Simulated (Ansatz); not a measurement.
Here is an Ansatz 0.2.0 calculation.

File input.yaml:

```yaml
crystal:
  lattice:
    - [3.9998, 0.0, 0.0]
    - [0.0, 3.9998, 0.0]
    - [0.0, 0.0, 4.018]
  atoms:
    - { symbol: Ba, position: [0.0, 0.0, 0.0] }
    - { symbol: Ti, position: [0.5, 0.5, 0.49] }
    - { symbol: O, position: [0.0, 0.5, 0.517] }
    - { symbol: O, position: [0.5, 0.0, 0.517] }
    - { symbol: O, position: [0.5, 0.5, 0.019] }
kpoints:
  mp_grid: { grid: [7, 7, 7] }
  band_path:
    path:
      - [0.0, 0.0, 0.0]
      - [0.0, 0.5, 0.0]
      - [0.5, 0.5, 0.0]
      - [0.0, 0.0, 0.0]
      - [0.0, 0.0, 0.5]
      - [0.0, 0.5, 0.5]
      - [0.5, 0.5, 0.5]
      - [0.0, 0.0, 0.5]
    npoints: 12
scf:
  occupations: { method: fermi_dirac, width: 0.05 }
hamiltonian:
  xc: blyp
  pseudopotentials: { kind: all_electron, lapw: { basis_error: 0.002 } }
output:
  forces: true
  stress: true
  eigenvalues: true
```

Potentials or basis: all-electron LAPW, scalar-relativistic.

Launch:

```sh
$ ansatz run input.yaml --threads 4 --pin off --max-ram 12288MiB --backend cpu --events-out ev --progress --plain --runs-dir out
```

Task: What does it give for the band gap on the k mesh?

Result: 1.95 eV, indirect (least direct gap 2.10 eV).

Task: Predict the pressure.

Result: 8.1 GPa.

Task: What does it give for the band gap along the path?

Result: 1.86 eV, indirect (least direct gap 2.10 eV).

Task: Predict the largest force.

Result: 0.241 eV/Å.

Forces in eV/Å, atoms in the order of the input:
```
Ba   0.000  0.000  0.051
Ti   0.000  0.000 -0.083
O    0.000  0.000 -0.104
O    0.000  0.000 -0.104
O    0.000  0.000  0.241
```

Caveat: spin-orbit coupling is left out, which moves the levels of the heavy elements; the mesh misses the band edges, which the band path finds closer together. Expect the measured gap to be larger: semilocal functionals such as BLYP lack the derivative discontinuity.
